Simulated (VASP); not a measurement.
# Ge (Fd-3m) in VASP: settings compared

One crystal, Ge, is run at these levels: PBEsol, PBE, BLYP+D3; tasks: single point, relaxation of cell and atoms.

Everything below comes from runs of VASP 6.6.1. Logs are shortened: lines on timing, memory, paths and dates and some standing lists are left out, and cuts for length are marked.

**Measured values to compare with.**

“Electronic and optical properties of SixGe1-x-ySny alloys lattice-matched to Ge”, 2021, arxiv:2109.02782 reports, for a bulk crystal of Ge at 293 K: band gap 0.666 eV (indirect).

How close the calculation comes is told below.

### 1 The structure

It takes space group Fd-3m (No. 227, cubic). Conventional cell: a = 5.658 Å, b = 5.658 Å, c = 5.658 Å, α = 90.00°, β = 90.00°, γ = 90.00°. Ge (site symmetry -43m) is surrounded by 4 Ge at 2.45 Å.

### 2 Single point, PBEsol (grid = ENCUT=350 dk=0.45 cell=3x3x2 ISMEAR=0 SIGMA=0.02 LREAL=Auto EDIFF=1e-06)

INCAR reads:

```
SYSTEM = Ge
  ALGO = Fast
  EDIFF = 1E-6
  ENCUT = 350
  GGA = PS
  ISIF = 2
  ISMEAR = 0
  KPAR = 2
  LASPH = .True.
  LCHARG = .False.
  LREAL = Auto
  LWAVE = .False.
  NBANDS = 264
  NCORE = 1
  NELM = 120
  PREC = Accurate
  SIGMA = 0.02
```

KPOINTS reads:

```
k-points
0
Gamma
  2 2 3
  0 0 0
```

POSCAR reads:

```
Ge
1.0
    0.0000000000      8.4867300000      8.4867300000
    8.4867300000      0.0000000000      8.4867300000
    5.6578200000      5.6578200000      0.0000000000
Ge
36
Direct
    0.2500000000      0.2500000000      0.3750000000
    0.2500000000      0.2500000000      0.8750000000
    0.2500000000      0.5833333333      0.3750000000
    0.2500000000      0.5833333333      0.8750000000
    0.2500000000      0.9166666667      0.3750000000
    0.2500000000      0.9166666667      0.8750000000
    0.5833333333      0.2500000000      0.3750000000
    0.5833333333      0.2500000000      0.8750000000
    0.5833333333      0.5833333333      0.3750000000
    0.5833333333      0.5833333333      0.8750000000
    0.5833333333      0.9166666667      0.3750000000
    0.5833333333      0.9166666667      0.8750000000
    0.9166666667      0.2500000000      0.3750000000
    0.9166666667      0.2500000000      0.8750000000
    0.9166666667      0.5833333333      0.3750000000
    0.9166666667      0.5833333333      0.8750000000
    0.9166666667      0.9166666667      0.3750000000
    0.9166666667      0.9166666667      0.8750000000
    0.1666666667      0.1666666667      0.2500000000
    0.1666666667      0.1666666667      0.7500000000
    0.1666666667      0.5000000000      0.2500000000
    0.1666666667      0.5000000000      0.7500000000
    0.1666666667      0.8333333333      0.2500000000
    0.1666666667      0.8333333333      0.7500000000
    0.5000000000      0.1666666667      0.2500000000
    0.5000000000      0.1666666667      0.7500000000
    0.5000000000      0.5000000000      0.2500000000
    0.5000000000      0.5000000000      0.7500000000
    0.5000000000      0.8333333333      0.2500000000
    0.5000000000      0.8333333333      0.7500000000
    0.8333333333      0.1666666667      0.2500000000
    0.8333333333      0.1666666667      0.7500000000
    0.8333333333      0.5000000000      0.2500000000
    0.8333333333      0.5000000000      0.7500000000
    0.8333333333      0.8333333333      0.2500000000
    0.8333333333      0.8333333333      0.7500000000
```

Potentials or basis: VASP PAW PBE potentials, release 64 (Ge_d).

Started as:

```bash
$ cat potpaw_PBE.64/Ge_d/POTCAR > POTCAR
$ mpirun -np 4 vasp_std > vasp.out
```

OUTCAR:

```text
SYSTEM = Ge
   EDIFF = 1E-6
   ENCUT = 350
   GGA = PS
   ISIF = 2
   ISMEAR = 0
   LASPH = .True.
   LREAL = Auto
   NELM = 120
   PREC = Accurate

 Found      6 irreducible k-points:

 Following reciprocal coordinates:
            Coordinates               Weight
  0.000000  0.000000  0.000000      1.000000
  0.500000  0.000000  0.000000      2.000000
  0.500000  0.500000  0.000000      1.000000
  0.000000  0.000000  0.333333      2.000000
  0.500000  0.000000  0.333333      4.000000
  0.500000  0.500000  0.333333      2.000000
   k-points           NKPTS =      6   k-points in BZ     NKDIM =      6   number of bands    NBANDS=    264
   number of dos      NEDOS =    301   number of ions     NIONS =     36
   total plane-waves  NPLWV = 320000
   dimension x,y,z NGX =    80 NGY =   80 NGZ =   50
   dimension x,y,z NGXF=   160 NGYF=  160 NGZF=  100
   ions per type =              36
   NGX,Y,Z   is equivalent  to a cutoff of  11.08, 11.08, 10.39 a.u.
   NGXF,Y,Z  is equivalent  to a cutoff of  22.16, 22.16, 20.78 a.u.
 SYSTEM =  Ge
   PREC   = accura    normal or accurate (medium, high low for compatibility)
   ISTART =      0    job   : 0-new  1-cont  2-samecut
   ICHARG =      2    charge: 1-file 2-atom 10-const
   ISPIN  =      1    spin polarized calculation?
   LNONCOLLINEAR =      F non collinear calculations
   LSORBIT =      F    spin-orbit coupling
   LASPH  =      T    aspherical Exc in radial PAW
   ENCUT  =  350.0 eV  25.72 Ry    5.07 a.u.  18.31 18.31 12.21*2*pi/ulx,y,z
   NELM   =    120;   NELMIN=  2; NELMDL= -5     # of ELM steps
   EDIFF  = 0.1E-05   stopping-criterion for ELM
   LREAL  =      T    real-space projection
   EDIFFG = 0.1E-04   stopping-criterion for IOM
   NSW    =      0    number of steps for IOM
   IBRION =     -1    ionic relax: 0-MD 1-quasi-New 2-CG
   NFREE  =      0    steps in history (QN), initial steepest desc. (CG)
   ISIF   =      2    stress and relaxation
   ISYM   =      2    0-nonsym 1-usesym 2-fastsym
   POTIM  = 0.5000    time-step for ionic-motion
   TEBEG  =    0.0;   TEEND  =   0.0 temperature during run
   PSTRESS=    0.0 pullay stress
   NELECT =     504.0000    total number of electrons
   NUPDOWN=      -1.0000    fix difference up-down
   EMIN   =  10.00;   EMAX   =-10.00  energy-range for DOS
   EFERMI =   0.00;   METHOD = LEGACY
   ISMEAR =     0;   SIGMA  =   0.02  broadening in eV -4-tet -1-fermi 0-gaus
   EFERMI_NEDOS =   21; number of points for ismear=-14 and -15
   IALGO  =     68    algorithm
   IMIX   =      4    mixing-type and parameters
     AMIX     =   0.40;   BMIX     =  1.00
     AMIX_MAG =   1.60;   BMIX_MAG =  1.00
  volume/ion in A,a.u.               =      22.64       152.78
  Fermi-wavevector in a.u.,A,eV,Ry     =   1.394756  2.635708 26.468033  1.945346
  Thomas-Fermi vector in A             =   2.518275
   LORBIT       =      0    0 simple, 1 ext, 2 COOP (PROOUT), +10 PAW based schemes
   GGA     = PS    functional components
   LHFCALC =     F    Hartree Fock is set to
   AEXX    =    0.0000 exact exchange contribution
   IVDW    =     0    specifies the selected vdW correction
   LEPSILON=     F    determine dielectric tensor
   LRPA    =     F    only Hartree local field effects (RPA)
 non-spin polarized calculation
 RMM-DIIS sequential band-by-band and
 Gauss-broadening in eV      SIGMA  =   0.02
  energy-cutoff  :      350.00
  volume of cell :      815.00
 maximum number of plane-waves:     12144
 NGX is ok and might be reduce to    80
   NGX = 37   NGY = 37   NGZ = 25

 number of electron     504.0000021 magnetization

 Free energy of the ion-electron system (eV)
  ---------------------------------------------------
  ext. energy  EPLUGINS =         0.00000000
  ---------------------------------------------------
  free energy    TOTEN  =      -176.93401519 eV

  energy without entropy =     -176.93105496  energy(sigma->0) =     -176.93253507

 E-fermi :   4.8789     XC(G=0): -10.1225

 val. band max:        4.8705531004   @ k =   0.0000   0.0000   0.0000
 cond. band min:       4.9919488159   @ k =   0.5000   0.5000   0.0000
 fundamental gap:      0.1213957155
 Fermi energy:         4.8788859793

 k-point     1 :       0.0000    0.0000    0.0000
  band No.  band energies     occupation
      1     -19.9233      2.00000
      2     -19.9233      2.00000
      3     -19.9209      2.00000
      4     -19.9209      2.00000
      5     -19.9149      2.00000
      6     -19.9149      2.00000
[... 256 lines left out ...]
    263       5.8492      0.00000
    264       6.2270      0.00000

 k-point     2 :       0.5000    0.0000    0.0000
  band No.  band energies     occupation
      1     -19.9162      2.00000
      2     -19.9162      2.00000
      3     -19.9162      2.00000
      4     -19.9162      2.00000
      5     -19.9149      2.00000
      6     -19.9149      2.00000
[... 256 lines left out ...]
    263       6.5456      0.00000
    264       6.5788      0.00000

 k-point     3 :       0.5000    0.5000    0.0000
  band No.  band energies     occupation
      1     -19.9209      2.00000
      2     -19.9209      2.00000
      3     -19.9149      2.00000
      4     -19.9149      2.00000
      5     -19.9149      2.00000
      6     -19.9149      2.00000
[... 256 lines left out ...]
    263       6.4656      0.00000
    264       6.5391      0.00000

 k-point     4 :       0.0000    0.0000    0.3333
  band No.  band energies     occupation
      1     -19.9233      2.00000
      2     -19.9233      2.00000
      3     -19.9233      2.00000
      4     -19.9233      2.00000
      5     -19.9233      2.00000
      6     -19.9209      2.00000
[... 256 lines left out ...]
    263       6.5388      0.00000
    264       6.6250      0.00000

 k-point     5 :       0.5000    0.0000    0.3333
  band No.  band energies     occupation
      1     -19.9209      2.00000
      2     -19.9209      2.00000
      3     -19.9209      2.00000
      4     -19.9162      2.00000
      5     -19.9162      2.00000
      6     -19.9149      2.00000
[... 256 lines left out ...]
    263       7.4944      0.00000
    264       7.5019      0.00000

 k-point     6 :       0.5000    0.5000    0.3333
  band No.  band energies     occupation
      1     -19.9209      2.00000
      2     -19.9209      2.00000
      3     -19.9162      2.00000
      4     -19.9162      2.00000
      5     -19.9162      2.00000
      6     -19.9162      2.00000
[... 256 lines left out ...]
    263       7.5141      0.00000
    264       7.5575      0.00000

------------------------ aborting loop because EDIFF is reached ----------------------------------------

  FORCE on cell =-STRESS in cart. coord.  units (eV):
  Direction    XX          YY          ZZ          XY          YZ          ZX
  --------------------------------------------------------------------------------------
  -------------------------------------------------------------------------------------
  Total        3.0799418      3.0799418      3.0789351      0.0031235      0.0005286      0.0005288
  in kB        6.0547080      6.0547080      6.0527290      0.0061403      0.0010391      0.0010395
  external PRESSURE =       6.0540483 kB  Pullay stress =       0.0000000 kB

 VOLUME and BASIS-vectors are now :
 -----------------------------------------------------------------------------
  energy-cutoff  :      350.00
  volume of cell :      815.00
      direct lattice vectors                 reciprocal lattice vectors
     0.000000000  8.486730000  8.486730000    -0.058915507  0.058915507  0.058915507
     8.486730000  0.000000000  8.486730000     0.058915507 -0.058915507  0.058915507
     5.657820000  5.657820000  0.000000000     0.088373260  0.088373260 -0.088373260

 POSITION                                       TOTAL-FORCE (eV/Angst)
 -----------------------------------------------------------------------------------
      4.24336      4.24336      4.24336        -0.000011     -0.000011     -0.000051
      7.07227      7.07227      4.24336        -0.000011     -0.000011     -0.000051
      7.07227      4.24336      7.07227        -0.000011     -0.000011     -0.000051
      9.90118      7.07227      7.07227        -0.000011     -0.000011     -0.000051
      9.90119      4.24336      9.90119        -0.000011     -0.000011     -0.000051
     12.73010      7.07227      9.90119        -0.000011     -0.000011     -0.000051
[... 28 lines left out ...]
      8.48673      8.48673     14.14455         0.000011      0.000011      0.000051
     11.31564     11.31564     14.14455         0.000011      0.000011      0.000051
 -----------------------------------------------------------------------------------
    total drift:                                0.000675      0.000675     -0.000689

  FREE ENERGIE OF THE ION-ELECTRON SYSTEM (eV)
  ---------------------------------------------------
  free  energy   TOTEN  =      -176.9340151871 eV

  energy  without entropy=     -176.9310549590  energy(sigma->0) =     -176.93253507
```

Run time: 21 min. Hardware: 4 MPI ranks of Intel Xeon Platinum 8259CL at 2.50GHz (Skylake/Cascade Lake), shared host; peak memory 0.63 GiB.

The run converged, but some of its settings lie outside the range that counts as converged, so its numbers aren't taken as properties of the crystal.

Results:

- Free energy: -176.9340 eV
- Band gap on the k mesh: none (metal or under the smearing width)

Caveat: the cutoff is under 1.25 times the usual one of these potentials, so pressure, stress and relaxed cells hold a basis-set (Pulay) error; the PAW data sets were made with another functional, which shifts forces and pressure a little.

(Part 1 of 2 ends here.)
